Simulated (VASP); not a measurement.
# BAs (F-43m) in VASP: notebook

One crystal, BAs, is run at these levels: PBE; tasks: relaxation of cell and atoms, single point.

Program: VASP 6.6.1. These are calculated values, not measurements. Logs are shortened: lines on timing, memory, paths and dates and some standing lists are left out, and cuts for length are marked.

## 1. The structure

It takes space group F-43m (No. 216, cubic). Conventional cell: a = 4.777 Å, b = 4.777 Å, c = 4.777 Å, α = 90.00°, β = 90.00°, γ = 90.00°. B (site symmetry -43m) is surrounded by 4 As at 2.07 Å. As (site symmetry -43m) has 4 B at 2.07 Å as nearest neighbours.

## 2. Relaxation of cell and atoms, PBE

INCAR

```
ALGO     = Fast           # electronic algorithm
EDIFF    = 0.05           # SCF threshold, eV
EDIFFG   = -0.002         # ionic threshold
ENCUT    = 520            # plane-wave cutoff, eV
GGA      = PE             # functional
IBRION   = 2              # ionic algorithm
ISIF     = 3              # what is computed and relaxed
ISMEAR   = 0              # smearing method
LASPH    = T              # aspherical terms in the spheres
LCHARG   = F              # write CHGCAR
LREAL    = F              # projectors in reciprocal space
LWAVE    = F              # write WAVECAR
NELM     = 60             # most SCF steps
NSW      = 80             # ionic steps
PREC     = Accurate       # precision mode
SIGMA    = 0.02           # smearing width, eV
```

KPOINTS

```
k-points
0
Gamma
  12 12 12
```

POSCAR

```
BAs
1.0
    0.0000000000      2.3885000000      2.3885000000
    2.3885000000      0.0000000000      2.3885000000
    2.3885000000      2.3885000000      0.0000000000
B As
1 1
Direct
    0.0000000000      0.0000000000      0.0000000000
    0.2500000000      0.2500000000      0.2500000000
```

Potentials or basis: VASP PAW PBE potentials, release 64 (B, As).

On the command line:

```bash
$ cat potpaw_PBE.64/B/POTCAR potpaw_PBE.64/As/POTCAR > POTCAR
$ mpirun -np 1 vasp_std > vasp.out
```

OUTCAR:

```text
EDIFF = 0.05
   EDIFFG = -0.002
   ENCUT = 520
   GGA = PE
   IBRION = 2
   ISIF = 3
   ISMEAR = 0
   LASPH = T
   LREAL = F
   NELM = 60
   NSW = 80
   PREC = Accurate

 ion  position               nearest neighbor table
   1  0.000  0.000  0.000-   2 2.07   2 2.07   2 2.07   2 2.07
   2  0.250  0.250  0.250-   1 2.07   1 2.07   1 2.07   1 2.07

  LATTYP: Found a face centered cubic cell.
 ALAT       =     4.7770000000

  Lattice vectors:

 A1 = (   0.0000000000,   2.3885000000,   2.3885000000)
 A2 = (   2.3885000000,   0.0000000000,   2.3885000000)
 A3 = (   2.3885000000,   2.3885000000,   0.0000000000)

Analysis of symmetry for initial positions (statically):
=====================================================================
 Subroutine PRICEL returns:
 Original cell was already a primitive cell.

 Routine SETGRP: Setting up the symmetry group for a
 face centered cubic supercell.

 Subroutine GETGRP returns: Found 24 space group operations
 (whereof 24 operations were pure point group operations)
 out of a pool of 48 trial point group operations.

The static configuration has the point symmetry T_d .

Analysis of symmetry for dynamics (positions and initial velocities):
=====================================================================
 Subroutine PRICEL returns:
 Original cell was already a primitive cell.

 Routine SETGRP: Setting up the symmetry group for a
 face centered cubic supercell.

 Subroutine GETGRP returns: Found 24 space group operations
 (whereof 24 operations were pure point group operations)
 out of a pool of 48 trial point group operations.

The dynamic configuration has the point symmetry T_d .

 Subroutine INISYM returns: Found 24 space group operations
 (whereof 24 operations are pure point group operations),
 and found     1 'primitive' translations

----------------------------------------------------------------------------------------

                                     Primitive cell

  volume of cell :      27.2525

  direct lattice vectors                    reciprocal lattice vectors
     0.000000000  2.388500000  2.388500000    -0.209336404  0.209336404  0.209336404
     2.388500000  0.000000000  2.388500000     0.209336404 -0.209336404  0.209336404
     2.388500000  2.388500000  0.000000000     0.209336404  0.209336404 -0.209336404

  length of vectors
     3.377849094  3.377849094  3.377849094     0.362581287  0.362581287  0.362581287

  position of ions in fractional coordinates (direct lattice)
     0.000000000  0.000000000  0.000000000
     0.250000000  0.250000000  0.250000000

  ion indices of the primitive-cell ions
   primitive index   ion index
                 1           1
                 2           2

----------------------------------------------------------------------------------------

 KPOINTS: k-points

Automatic generation of k-mesh.
 Grid dimensions read from file:
 generate k-points for:   12   12   12

 Generating k-lattice:

  Cartesian coordinates                     Fractional coordinates (reciprocal lattice)
    -0.017444700  0.017444700  0.017444700     0.083333333  0.000000000  0.000000000
     0.017444700 -0.017444700  0.017444700     0.000000000  0.083333333  0.000000000
     0.017444700  0.017444700 -0.017444700     0.000000000  0.000000000  0.083333333

  Length of vectors
     0.030215107  0.030215107  0.030215107

  Shift w.r.t. Gamma in fractional coordinates (k-lattice)
     0.000000000  0.000000000  0.000000000

 Subroutine IBZKPT returns following result:
 ===========================================

 Found     72 irreducible k-points:

 Following reciprocal coordinates:
            Coordinates               Weight
  0.000000  0.000000  0.000000      1.000000
  0.083333  0.000000  0.000000      8.000000
  0.166667  0.000000  0.000000      8.000000
  0.250000  0.000000  0.000000      8.000000
  0.333333  0.000000  0.000000      8.000000
  0.416667  0.000000  0.000000      8.000000
[... 16 lines left out ...]
  0.500000  0.166667  0.000000     24.000000
 -0.416667  0.166667  0.000000     24.000000
 [... further k-points ...]
   k-points           NKPTS =     72   k-points in BZ     NKDIM =     72   number of bands    NBANDS=      8
   number of dos      NEDOS =    301   number of ions     NIONS =      2
   total plane-waves  NPLWV =  21952
   dimension x,y,z NGX =    28 NGY =   28 NGZ =   28
   dimension x,y,z NGXF=    56 NGYF=   56 NGZF=   56
   ions per type =               1   1
   NGX,Y,Z   is equivalent  to a cutoff of  13.78, 13.78, 13.78 a.u.
   NGXF,Y,Z  is equivalent  to a cutoff of  27.56, 27.56, 27.56 a.u.
 SYSTEM =  unknown system
   PREC   = accura    normal or accurate (medium, high low for compatibility)
   ISTART =      0    job   : 0-new  1-cont  2-samecut
   ICHARG =      2    charge: 1-file 2-atom 10-const
   ISPIN  =      1    spin polarized calculation?
   LNONCOLLINEAR =      F non collinear calculations
   LSORBIT =      F    spin-orbit coupling
   LASPH  =      T    aspherical Exc in radial PAW
   ENCUT  =  520.0 eV  38.22 Ry    6.18 a.u.   6.28  6.28  6.28*2*pi/ulx,y,z
   NELM   =     60;   NELMIN=  2; NELMDL= -5     # of ELM steps
   EDIFF  = 0.5E-01   stopping-criterion for ELM
   LREAL  =      F    real-space projection
   EDIFFG = -.2E-02   stopping-criterion for IOM
   NSW    =     80    number of steps for IOM
   IBRION =      2    ionic relax: 0-MD 1-quasi-New 2-CG
   NFREE  =      1    steps in history (QN), initial steepest desc. (CG)
   ISIF   =      3    stress and relaxation
   ISYM   =      2    0-nonsym 1-usesym 2-fastsym
   POTIM  = 0.5000    time-step for ionic-motion
   TEBEG  =    0.0;   TEEND  =   0.0 temperature during run
   PSTRESS=    0.0 pullay stress
   NELECT =       8.0000    total number of electrons
   NUPDOWN=      -1.0000    fix difference up-down
   EMIN   =  10.00;   EMAX   =-10.00  energy-range for DOS
   EFERMI =   0.00;   METHOD = LEGACY
   ISMEAR =     0;   SIGMA  =   0.02  broadening in eV -4-tet -1-fermi 0-gaus
   EFERMI_NEDOS =   21; number of points for ismear=-14 and -15
   IALGO  =     68    algorithm
   IMIX   =      4    mixing-type and parameters
     AMIX     =   0.40;   BMIX     =  1.00
     AMIX_MAG =   1.60;   BMIX_MAG =  1.00
  volume/ion in A,a.u.               =      13.63        91.95
  Fermi-wavevector in a.u.,A,eV,Ry     =   1.088018  2.056057 16.106360  1.183784
  Thomas-Fermi vector in A             =   2.224191
   LORBIT       =      0    0 simple, 1 ext, 2 COOP (PROOUT), +10 PAW based schemes
   GGA     = PE    functional components
   LHFCALC =     F    Hartree Fock is set to
   AEXX    =    0.0000 exact exchange contribution
   IVDW    =     0    specifies the selected vdW correction
   LEPSILON=     F    determine dielectric tensor
   LRPA    =     F    only Hartree local field effects (RPA)
 conjugate gradient relaxation of ions
 non-spin polarized calculation
 RMM-DIIS sequential band-by-band and
 Gauss-broadening in eV      SIGMA  =   0.02
  energy-cutoff  :      520.00
  volume of cell :       27.25
 maximum number of plane-waves:       754
 NGX is ok and might be reduce to    28
   NGX = 13   NGY = 13   NGZ = 13

--------------------------------------- Ionic step        1  -------------------------------------------

 number of electron       8.0000000 magnetization

 Free energy of the ion-electron system (eV)
  ---------------------------------------------------
  ext. energy  EPLUGINS =         0.00000000
  ---------------------------------------------------
  free energy    TOTEN  =       -11.40712366 eV

  energy without entropy =      -11.40712366  energy(sigma->0) =      -11.40712366

------------------------ aborting loop because EDIFF is reached ----------------------------------------

  FORCE on cell =-STRESS in cart. coord.  units (eV):
  Direction    XX          YY          ZZ          XY          YZ          ZX
  --------------------------------------------------------------------------------------
  -------------------------------------------------------------------------------------
  Total        0.5223194      0.5223194      0.5223194      0.0000000     -0.0000000     -0.0000000
  in kB       30.7072584     30.7072584     30.7072584      0.0000000     -0.0000000     -0.0000000
  external PRESSURE =      30.7072584 kB  Pullay stress =       0.0000000 kB
[... 89 lines left out ...]
  FREE ENERGIE OF THE ION-ELECTRON SYSTEM (eV)
  ---------------------------------------------------
  free  energy   TOTEN  =       -11.4058687873 eV

  energy  without entropy=      -11.4058687873  energy(sigma->0) =      -11.40586879

[... ionic steps 4 to 33 ...]

--------------------------------------- Ionic step       34  -------------------------------------------

 number of electron       8.0000000 magnetization

------------------------ aborting loop because EDIFF is reached ----------------------------------------

  FORCE on cell =-STRESS in cart. coord.  units (eV):
  Direction    XX          YY          ZZ          XY          YZ          ZX
  --------------------------------------------------------------------------------------
  -------------------------------------------------------------------------------------
  Total       -0.1484533     -0.1484533     -0.1484533     -0.0000000      0.0000000      0.0000000
  in kB       -8.4722908     -8.4722908     -8.4722908     -0.0000000      0.0000000      0.0000000
  external PRESSURE =      -8.4722908 kB  Pullay stress =       0.0000000 kB
[... 57 lines left out ...]
  energy  without entropy=      -11.4136482816  energy(sigma->0) =      -11.41364828

--------------------------------------- Ionic step       36  -------------------------------------------

 number of electron       8.0000000 magnetization

 Free energy of the ion-electron system (eV)
  ---------------------------------------------------
  ext. energy  EPLUGINS =         0.00000000
  ---------------------------------------------------
  free energy    TOTEN  =       -11.41379489 eV

  energy without entropy =      -11.41379489  energy(sigma->0) =      -11.41379489

 E-fermi :   6.0250     XC(G=0): -10.4911

 val. band max:        5.9157837871   @ k =   0.0000   0.0000   0.0000
 cond. band min:       7.1129958635   @ k =   0.4167   0.4167   0.0000
 fundamental gap:      1.1972120764
 Fermi energy:         6.0249889874

 k-point     1 :       0.0000    0.0000    0.0000
  band No.  band energies     occupation
      1      -9.3023      2.00000
      2       5.9158      2.00000
      3       5.9158      2.00000
      4       5.9158      2.00000
      5       9.1635      0.00000
      6       9.1635      0.00000
      7       9.1635      0.00000
      8      10.3481      0.00000
[... 243 lines left out ...]
 k-point    24 :      -0.4167    0.1667    0.0000
  band No.  band energies     occupation
      1      -6.2094      2.00000
      2      -2.3530      2.00000
      3       2.0238      2.00000
      4       3.6193      2.00000
      5       9.1046      0.00000
      6      11.3675      0.00000
      7      11.8995      0.00000
      8      15.0172      0.00000

 [... further k-points ...]
[... 5 lines left out ...]
  --------------------------------------------------------------------------------------
  -------------------------------------------------------------------------------------
  Total        0.0021623      0.0021623      0.0021623     -0.0000000      0.0000000      0.0000000
  in kB        0.1245621      0.1245621      0.1245621     -0.0000000      0.0000000      0.0000000
  external PRESSURE =       0.1245621 kB  Pullay stress =       0.0000000 kB
[... 17 lines left out ...]
  FREE ENERGIE OF THE ION-ELECTRON SYSTEM (eV)
  ---------------------------------------------------
  free  energy   TOTEN  =       -11.4137948893 eV

  energy  without entropy=      -11.4137948893  energy(sigma->0) =      -11.41379489

 reached required accuracy - stopping structural energy minimisation
```

It took 3.4 min on 1 thread of Intel Xeon Platinum 8259CL at 2.50GHz (Skylake/Cascade Lake), shared host; peak memory 0.19 GiB.

Results:

- Free energy: -11.4138 eV
- Relaxed volume: 13.91 Å³/atom
- Relaxed cell: a = 3.401 Å, b = 3.401 Å, c = 3.401 Å, α = 60.00°, β = 60.00°, γ = 60.00°
- Space group after relaxing (to 0.05 Å): F-43m (No. 216)
- Energy gained by relaxing: 3.3 meV/atom
- Ionic steps: 36
- Pressure after relaxing: 0.0 GPa
- Band gap on the k mesh: 1.20 eV, indirect (least direct gap 3.25 eV)

Step by step:
```tsv
step	energy change (eV)	largest force (eV/Å)	pressure (GPa)	volume (Å³)
1	0.0000	0.0000	3.07	27.25
2	-0.0080	0.0000	0.86	28.30
3	0.0013	0.0000	-2.18	28.73
4	-0.0036	0.0000	-2.90	28.42
5	-0.0046	0.0000	-2.07	28.32
6	-0.0065	0.0000	-0.12	27.58
7	-0.0043	0.0000	1.71	27.53
8	-0.0046	0.0000	1.89	27.56
9	-0.0068	0.0000	0.30	28.22
10	-0.0044	0.0000	-1.42	28.35
11	-0.0054	0.0000	-1.66	28.24
12	-0.0066	0.0000	-0.10	27.64
13	-0.0051	0.0000	1.39	27.60
14	-0.0053	0.0000	1.54	27.63
15	-0.0068	0.0000	0.23	28.17
16	-0.0052	0.0000	-1.19	28.27
17	-0.0058	0.0000	-1.37	28.19
18	-0.0066	0.0000	-0.08	27.69
19	-0.0056	0.0000	1.16	27.66
20	-0.0058	0.0000	1.28	27.68
21	-0.0068	0.0000	0.18	28.14
22	-0.0056	0.0000	-1.00	28.22
23	-0.0061	0.0000	-1.15	28.15
24	-0.0066	0.0000	-0.06	27.73
25	-0.0059	0.0000	0.97	27.70
26	-0.0060	0.0000	1.07	27.72
27	-0.0068	0.0000	0.16	28.10
28	-0.0059	0.0000	-0.85	28.18
29	-0.0063	0.0000	-0.98	28.12
30	-0.0066	0.0000	-0.04	27.75
31	-0.0062	0.0000	0.84	27.74
32	-0.0068	0.0000	0.23	28.05
33	-0.0060	0.0000	-0.70	28.16
34	-0.0065	0.0000	-0.85	28.07
35	-0.0065	0.0000	-0.64	28.05
36	-0.0067	0.0000	0.01	27.81
```

Final structure:
```
CELL_PARAMETERS angstrom
0.00000 2.40475 2.40475
2.40475 0.00000 2.40475
2.40475 2.40475 0.00000
ATOMIC_POSITIONS crystal
B 0.00000 0.00000 0.00000
As 0.25000 0.25000 0.25000
```

(Part 1 of 2 ends here.)
